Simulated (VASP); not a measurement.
# B12N11 (a cell with a defect) in VASP: a series of runs

The runs below take B12N11 (a cell with a defect) through single point, with PBEsol.

Program: VASP 6.6.1. These are calculated values, not measurements. Logs are shortened: lines on timing, memory, paths and dates and some standing lists are left out, and cuts for length are marked.

**1. The structure**

The cell holds a defect, 23 atoms: a = 7.669 Å, b = 5.112 Å, c = 5.112 Å, α = 60.00°, β = 60.00°, γ = 60.00°.

**2. Single point, PBEsol, collinear spin, ferromagnetic start**

The input, INCAR:

```
SYSTEM = B12N11
ALGO = Normal
EDIFF = 1E-5
ENCUT = 450
GGA = PS
ISIF = 2
ISMEAR = 0
ISPIN = 2
LASPH = .True.
LCHARG = .False.
LORBIT = 11
LREAL = Auto
LWAVE = .False.
MAGMOM = 0.1 0.1 0.1 0 0.1 0 0 0 0 0 0 0 0 0 0 0 0 0 0 0 0 0 0
NELECT = 92.0
NELM = 120
PREC = Accurate
SIGMA = 0.03
```

The input, KPOINTS:

```
k-points
0
Gamma
  3 4 4
  0 0 0
```

The input, POSCAR:

```
B12N11
1.0
    0.0000000000      5.4225000000      5.4225000000
    3.6150000000      0.0000000000      3.6150000000
    3.6150000000      3.6150000000      0.0000000000
B N
12 11
Direct
    0.0000000000      0.0000000000      0.0000000000
    0.0000000000      0.0000000000      0.5000000000
    0.0000000000      0.5000000000      0.0000000000
    0.0000000000      0.5000000000      0.5000000000
    0.3333330000      0.0000000000      0.0000000000
    0.3333330000      0.0000000000      0.5000000000
    0.3333330000      0.5000000000      0.0000000000
    0.3333330000      0.5000000000      0.5000000000
    0.6666670000      0.0000000000      0.0000000000
    0.6666670000      0.0000000000      0.5000000000
    0.6666670000      0.5000000000      0.0000000000
    0.6666670000      0.5000000000      0.5000000000
    0.0833333333      0.1250000000      0.6250000000
    0.0833333333      0.6250000000      0.1250000000
    0.0833333333      0.6250000000      0.6250000000
    0.4166663333      0.1250000000      0.1250000000
    0.4166663333      0.1250000000      0.6250000000
    0.4166663333      0.6250000000      0.1250000000
    0.4166663333      0.6250000000      0.6250000000
    0.7500003333      0.1250000000      0.1250000000
    0.7500003333      0.1250000000      0.6250000000
    0.7500003333      0.6250000000      0.1250000000
    0.7500003333      0.6250000000      0.6250000000
```

Potentials or basis: VASP PAW PBE potentials, release 64 (B, N).

On the command line:

```
$ cat potpaw_PBE.64/B/POTCAR potpaw_PBE.64/N/POTCAR > POTCAR
$ mpirun -np 1 vasp_std > vasp.out
```

OUTCAR:

```text
SYSTEM = B12N11
   EDIFF = 1E-5
   ENCUT = 450
   GGA = PS
   ISIF = 2
   ISMEAR = 0
   ISPIN = 2
   LASPH = .True.
   LORBIT = 11
   LREAL = Auto
   NELECT = 92.0
   NELM = 120
   PREC = Accurate

 ion  position               nearest neighbor table
   1  0.000  0.000  0.000-  20 1.57  14 1.57  13 1.57
   2  0.000  0.000  0.500-  21 1.57  13 1.57  15 1.57
   3  0.000  0.500  0.000-  22 1.57  14 1.57  15 1.57
   4  0.000  0.500  0.500-  23 1.57  15 1.57  13 1.57  14 1.57
   5  0.333  0.000  0.000-  16 1.57  17 1.57  18 1.57
   6  0.333  0.000  0.500-  13 1.57  17 1.57  16 1.57  19 1.57
   7  0.333  0.500  0.000-  14 1.57  18 1.57  16 1.57  19 1.57
   8  0.333  0.500  0.500-  15 1.57  19 1.57  18 1.57  17 1.57
   9  0.667  0.000  0.000-  20 1.57  21 1.57  22 1.57  16 1.57
  10  0.667  0.000  0.500-  21 1.57  20 1.57  23 1.57  17 1.57
  11  0.667  0.500  0.000-  22 1.57  20 1.57  23 1.57  18 1.57
[... 10 lines left out ...]
  22  0.750  0.625  0.125-   3 1.57  11 1.57   9 1.57  12 1.57
  23  0.750  0.625  0.625-   4 1.57  12 1.57  11 1.57  10 1.57

  LATTYP: Found a face centered orthorhombic cell.
 ALAT       =     5.1123820280
 B/A-ratio  =     1.7320508076
 C/A-ratio  =     2.4494897428

  Lattice vectors:

 A1 = (   0.0000000000,   5.4225000000,   5.4225000000)
 A2 = (  -3.6150000000,   1.8075000000,   5.4225000000)
 A3 = (   3.6150000000,   0.0000000000,   3.6150000000)

Analysis of symmetry for initial positions (statically):
=====================================================================
 Subroutine PRICEL returns:
 Original cell was already a primitive cell.

 Routine SETGRP: Setting up the symmetry group for a
 face centered orthorhombic supercell.

 Subroutine GETGRP returns: Found  2 space group operations
 (whereof  2 operations were pure point group operations)
 out of a pool of  8 trial point group operations.

The static configuration has the point symmetry C_1h.

Analysis of symmetry for dynamics (positions and initial velocities):
=====================================================================
 Subroutine PRICEL returns:
 Original cell was already a primitive cell.

 Routine SETGRP: Setting up the symmetry group for a
 face centered orthorhombic supercell.

 Subroutine GETGRP returns: Found  2 space group operations
 (whereof  2 operations were pure point group operations)
 out of a pool of  8 trial point group operations.

The dynamic configuration has the point symmetry C_1h.

Analysis of structural, dynamic, and magnetic symmetry:
=====================================================================
 Subroutine PRICEL returns:
 Original cell was already a primitive cell.

 Routine SETGRP: Setting up the symmetry group for a
 face centered orthorhombic supercell.

 Subroutine GETGRP returns: Found  2 space group operations
 (whereof  2 operations were pure point group operations)
 out of a pool of  8 trial point group operations.

The overall configuration has the point symmetry C_1h.

 Subroutine INISYM returns: Found  2 space group operations
 (whereof  2 operations are pure point group operations),
 and found     1 'primitive' translations

----------------------------------------------------------------------------------------

                                     Primitive cell

  volume of cell :     141.7249

  direct lattice vectors                    reciprocal lattice vectors
     0.000000000  5.422500000  5.422500000    -0.092208391  0.092208391  0.092208391
     3.615000000  0.000000000  3.615000000     0.138312586 -0.138312586  0.138312586
     3.615000000  3.615000000  0.000000000     0.138312586  0.138312586 -0.138312586

  length of vectors
     7.668573042  5.112382028  5.112382028     0.159709618  0.239564427  0.239564427

  position of ions in fractional coordinates (direct lattice)
     0.000000000  0.000000000  0.000000000
     0.000000000  0.000000000  0.500000000
     0.000000000  0.500000000  0.000000000
[... 113 lines left out ...]
  0.333333  0.500000  0.500000      2.000000
   k-points           NKPTS =     17   k-points in BZ     NKDIM =     17   number of bands    NBANDS=     58
   number of dos      NEDOS =    301   number of ions     NIONS =     23
   total plane-waves  NPLWV =  69984
   dimension x,y,z NGX =    54 NGY =   36 NGZ =   36
   dimension x,y,z NGXF=   108 NGYF=   72 NGZF=   72
   ions per type =              12  11
   NGX,Y,Z   is equivalent  to a cutoff of  11.71, 11.71, 11.71 a.u.
   NGXF,Y,Z  is equivalent  to a cutoff of  23.41, 23.41, 23.41 a.u.
 SYSTEM =  B12N11
   PREC   = accura    normal or accurate (medium, high low for compatibility)
   ISTART =      0    job   : 0-new  1-cont  2-samecut
   ICHARG =      2    charge: 1-file 2-atom 10-const
   ISPIN  =      2    spin polarized calculation?
   LNONCOLLINEAR =      F non collinear calculations
   LSORBIT =      F    spin-orbit coupling
   LASPH  =      T    aspherical Exc in radial PAW
   ENCUT  =  450.0 eV  33.07 Ry    5.75 a.u.  13.26  8.84  8.84*2*pi/ulx,y,z
   NELM   =    120;   NELMIN=  2; NELMDL= -5     # of ELM steps
   EDIFF  = 0.1E-04   stopping-criterion for ELM
   LREAL  =      T    real-space projection
   EDIFFG = 0.1E-03   stopping-criterion for IOM
   NSW    =      0    number of steps for IOM
   IBRION =     -1    ionic relax: 0-MD 1-quasi-New 2-CG
   NFREE  =      0    steps in history (QN), initial steepest desc. (CG)
   ISIF   =      2    stress and relaxation
   ISYM   =      2    0-nonsym 1-usesym 2-fastsym
   POTIM  = 0.5000    time-step for ionic-motion
   TEBEG  =    0.0;   TEEND  =   0.0 temperature during run
   PSTRESS=    0.0 pullay stress
   NELECT =      92.0000    total number of electrons
   NUPDOWN=      -1.0000    fix difference up-down
   EMIN   =  10.00;   EMAX   =-10.00  energy-range for DOS
   EFERMI =   0.00;   METHOD = LEGACY
   ISMEAR =     0;   SIGMA  =   0.03  broadening in eV -4-tet -1-fermi 0-gaus
   EFERMI_NEDOS =   21; number of points for ismear=-14 and -15
   IALGO  =     38    algorithm
   IMIX   =      4    mixing-type and parameters
     AMIX     =   0.40;   BMIX     =  1.00
     AMIX_MAG =   1.60;   BMIX_MAG =  1.00
  volume/ion in A,a.u.               =       6.16        41.58
  Fermi-wavevector in a.u.,A,eV,Ry     =   1.417497  2.678680 27.338144  2.009297
  Thomas-Fermi vector in A             =   2.538721
   LORBIT       =     11    0 simple, 1 ext, 2 COOP (PROOUT), +10 PAW based schemes
   GGA     = PS    functional components
   LHFCALC =     F    Hartree Fock is set to
   AEXX    =    0.0000 exact exchange contribution
   IVDW    =     0    specifies the selected vdW correction
   LEPSILON=     F    determine dielectric tensor
   LRPA    =     F    only Hartree local field effects (RPA)
 spin polarized calculation
 Gauss-broadening in eV      SIGMA  =   0.03
  energy-cutoff  :      450.00
  volume of cell :      141.72
 maximum number of plane-waves:      3082
 NGX is ok and might be reduce to    54
   NGX = 27   NGY = 17   NGZ = 17

 number of electron      92.0000038 magnetization       0.7913914

 Free energy of the ion-electron system (eV)
  ---------------------------------------------------
  ext. energy  EPLUGINS =         0.00000000
  ---------------------------------------------------
  free energy    TOTEN  =      -192.92427081 eV

  energy without entropy =     -192.92325930  energy(sigma->0) =     -192.92376505

 E-fermi :  11.4213     XC(G=0): -12.8722

 val. band max:       11.4145349120   @ k =   0.0000   0.2500   0.2500
 cond. band min:      11.4293076038   @ k =   0.3333   0.0000   0.0000
 fundamental gap:      0.0147726918
 Fermi energy:        11.4212874586

 spin component 1

 k-point     1 :       0.0000    0.0000    0.0000
  band No.  band energies     occupation
      1     -13.3494      1.00000
      2     -10.9901      1.00000
      3     -10.5633      1.00000
      4      -9.2513      1.00000
      5      -9.2050      1.00000
      6      -9.1652      1.00000
[... 1026 lines left out ...]
     57      16.7767      0.00000
     58      16.9000      0.00000
 Fermi energy:        11.4212874586

 spin component 2

 k-point     1 :       0.0000    0.0000    0.0000
  band No.  band energies     occupation
      1     -13.3179      1.00000
      2     -10.9597      1.00000
      3     -10.5435      1.00000
      4      -9.2270      1.00000
      5      -9.1804      1.00000
      6      -9.1421      1.00000
[... 1026 lines left out ...]
     57      16.8538      0.00000
     58      16.9063      0.00000

------------------------ aborting loop because EDIFF is reached ----------------------------------------

  FORCE on cell =-STRESS in cart. coord.  units (eV):
  Direction    XX          YY          ZZ          XY          YZ          ZX
  --------------------------------------------------------------------------------------
  -------------------------------------------------------------------------------------
  Total        7.6150355      7.2996966      7.2996966     -1.0959248      0.8552641     -1.0959248
  in kB       86.0867587     82.5219022     82.5219022    -12.3892548      9.6686234    -12.3892551
  external PRESSURE =      83.7101877 kB  Pullay stress =       0.0000000 kB

 VOLUME and BASIS-vectors are now :
 -----------------------------------------------------------------------------
  energy-cutoff  :      450.00
  volume of cell :      141.72
      direct lattice vectors                 reciprocal lattice vectors
     0.000000000  5.422500000  5.422500000    -0.092208391  0.092208391  0.092208391
     3.615000000  0.000000000  3.615000000     0.138312586 -0.138312586  0.138312586
     3.615000000  3.615000000  0.000000000     0.138312586  0.138312586 -0.138312586

 POSITION                                       TOTAL-FORCE (eV/Angst)
 -----------------------------------------------------------------------------------
      0.00000      0.00000      0.00000        -0.109944     -0.213573     -0.213573
      1.80750      1.80750      0.00000         0.228915      0.184161     -0.228514
      1.80750      0.00000      1.80750         0.228915     -0.228514      0.184161
      3.61500      1.80750      1.80750        -0.310976      0.275810      0.275810
      0.00000      1.80750      1.80750        -0.088073      0.128731      0.128731
      1.80750      3.61500      1.80750         0.343875     -0.401366     -0.024835
[... 15 lines left out ...]
      2.71125      4.51875      6.32625         0.168998     -0.115954     -0.087456
      4.51875      6.32625      6.32625         0.008149     -0.048229     -0.048229
 -----------------------------------------------------------------------------------
    total drift:                                0.000083      0.000323      0.000320

  FREE ENERGIE OF THE ION-ELECTRON SYSTEM (eV)
  ---------------------------------------------------
  free  energy   TOTEN  =      -192.9242708080 eV

  energy  without entropy=     -192.9232592959  energy(sigma->0) =     -192.92376505

 total charge

# of ion       s       p       d       tot
------------------------------------------
    1        0.680   1.254   0.000   1.933
    2        0.680   1.253   0.000   1.933
    3        0.680   1.253   0.000   1.933
    4        0.679   1.364   0.000   2.043
    5        0.665   1.281   0.000   1.946
    6        0.679   1.368   0.000   2.047
[... 15 lines left out ...]
   22        1.216   2.740   0.000   3.956
   23        1.217   2.751   0.000   3.968
--------------------------------------------------
tot         21.537  46.095   0.000  67.632

 magnetization (x)

# of ion       s       p       d       tot
------------------------------------------
    1        0.007   0.020   0.000   0.027
    2        0.006   0.019   0.000   0.025
    3        0.006   0.019   0.000   0.025
    4        0.002   0.003   0.000   0.004
    5        0.056   0.187   0.000   0.243
    6        0.001   0.003   0.000   0.003
[... 15 lines left out ...]
   22        0.003   0.007   0.000   0.010
   23        0.001  -0.000   0.000   0.000
--------------------------------------------------
tot          0.113   0.323   0.000   0.436
```

Run time: 4.5 min. Hardware: 1 thread of Intel Xeon 6975P-C (Granite Rapids), shared host; peak memory 0.36 GiB.

Results:

```yaml
Free_energy: -192.9243 eV
Largest_force: 0.548 eV/Å
Band_gap_on_the_k_mesh: none (metal or under the smearing width)
Net_moment: 0.79 μB per cell
Site_moments: B +0.03, +0.00, +0.24, +0.02, +0.01; N +0.00, +0.01, -0.00 μB
Valence_electrons_inside_the_program's_atomic_spheres: B 1.93, 2.04, 1.95, 2.05; N 3.94, 3.96, 3.97
```

Forces in eV/Å, atoms in the order of the input:
```
B   -0.110 -0.214 -0.214
B    0.229  0.184 -0.229
B    0.229 -0.229  0.184
B   -0.311  0.276  0.276
B   -0.088  0.129  0.129
B    0.344 -0.401 -0.025
B    0.344 -0.025 -0.401
B   -0.001 -0.322 -0.322
B    0.015 -0.062 -0.062
B    0.087 -0.083  0.204
B    0.087  0.204 -0.083
B   -0.311  0.020  0.020
N   -0.041  0.023  0.527
N   -0.041  0.527  0.023
N   -0.547  0.014  0.014
N    0.233 -0.037 -0.037
N   -0.164  0.009  0.135
N   -0.164  0.135  0.009
N   -0.016  0.045  0.045
N   -0.119  0.058  0.058
N    0.169 -0.087 -0.116
N    0.169 -0.116 -0.087
N    0.008 -0.048 -0.048
```

Levels at points of the mesh, in eV from the Fermi level:
Spin up:
```csv
k point,band 42,band 43,band 44,band 45,band 46,band 47,band 48,band 49,band 50,band 51
"(0.00, 0.00, 0.00)",-6.35,-5.37,-5.18,-5.17,-0.19,-0.02,0.85,1.65,1.90,2.21
"(0.00, 0.50, 0.00)",-6.52,-5.87,-5.86,-4.86,-1.03,0.04,1.01,2.04,2.25,2.90
"(0.00, 0.50, 0.50)",-6.76,-6.56,-5.76,-4.69,-1.15,0.10,1.12,2.12,2.25,2.92
```
Spin down:
```csv
k point,band 43,band 44,band 45,band 46,band 47,band 48,band 49,band 50
"(0.00, 0.00, 0.00)",-5.30,-5.15,-5.15,0.05,0.35,0.96,1.95,2.00
"(0.00, 0.50, 0.00)",-5.85,-5.85,-4.51,-0.89,0.68,1.21,2.17,2.36
"(0.00, 0.50, 0.50)",-6.52,-5.74,-4.37,-0.98,0.82,1.29,2.18,2.32
```

Caveat: the k mesh is coarse (spacing up to 0.38 Å⁻¹), so the values aren't converged; the cell is charged against a uniform background, so pressure and absolute levels hang on convention; the cutoff is under 1.25 times the usual one of these potentials, so pressure, stress and relaxed cells hold a basis-set (Pulay) error; the PAW data sets were made with another functional, which shifts forces and pressure a little.

**3. Single point, PBEsol**

The input, INCAR:

```
SYSTEM = B12N11
ALGO = Normal
EDIFF = 1E-5
ENCUT = 450
GGA = PS
ISIF = 2
ISMEAR = 0
LASPH = .True.
LCHARG = .False.
LORBIT = 11
LREAL = Auto
LWAVE = .False.
NELECT = 92.0
NELM = 120
PREC = Accurate
SIGMA = 0.03
```

KPOINTS is that of step 2.

POSCAR is that of step 2.

Potentials or basis: VASP PAW PBE potentials, release 64 (B, N).

On the command line:

```
$ cat potpaw_PBE.64/B/POTCAR potpaw_PBE.64/N/POTCAR > POTCAR
$ mpirun -np 1 vasp_std > vasp.out
```

Run time: 2.2 min. Hardware: 1 thread of Intel Xeon 6975P-C (Granite Rapids), shared host; peak memory 0.27 GiB.

The run converged. Its results:

```
Free energy                                           : -192.8912 eV
Largest force                                         : 0.550 eV/Å
Band gap on the k mesh                                : none (metal or under the smearing width)
Valence electrons inside the program's atomic spheres : B 1.94, 1.93, 2.04, 2.05; N 3.94, 3.96, 3.97
```

Forces in eV/Å, atoms in the order of the input:
```
B   -0.234 -0.320 -0.320
B    0.167  0.417 -0.227
B    0.167 -0.227  0.417
B   -0.261  0.242  0.242
B    0.180  0.141  0.141
B    0.270 -0.401 -0.045
B    0.270 -0.045 -0.401
B    0.079 -0.311 -0.311
B   -0.015  0.052  0.052
B    0.007 -0.060  0.153
B    0.007  0.153 -0.060
B   -0.198  0.022  0.022
N   -0.027 -0.011  0.549
N   -0.027  0.549 -0.011
N   -0.541  0.007  0.007
N    0.176 -0.141 -0.141
N   -0.093 -0.028  0.035
N   -0.093  0.035 -0.028
N   -0.034  0.047  0.047
N   -0.052  0.092  0.092
N    0.119 -0.141 -0.030
N    0.119 -0.030 -0.141
N    0.015 -0.043 -0.043
```

Levels at points of the mesh, in eV from the Fermi level:
| k point | band 43 | band 44 | band 45 | band 46 | band 47 | band 48 | band 49 | band 50 |
| --- | --- | --- | --- | --- | --- | --- | --- | --- |
| (0.00, 0.00, 0.00) | -5.40 | -5.22 | -5.21 | -0.08 | 0.00 | 0.84 | 1.70 | 1.89 |
| (0.00, 0.50, 0.00) | -5.92 | -5.91 | -4.81 | -1.06 | 0.22 | 1.01 | 2.03 | 2.23 |
| (0.00, 0.50, 0.50) | -6.61 | -5.80 | -4.66 | -1.17 | 0.30 | 1.09 | 2.09 | 2.22 |

Caveat: the k mesh is coarse (spacing up to 0.38 Å⁻¹), so the values aren't converged; the cell is charged against a uniform background, so pressure and absolute levels hang on convention; the cutoff is under 1.25 times the usual one of these potentials, so pressure, stress and relaxed cells hold a basis-set (Pulay) error; the PAW data sets were made with another functional, which shifts forces and pressure a little.
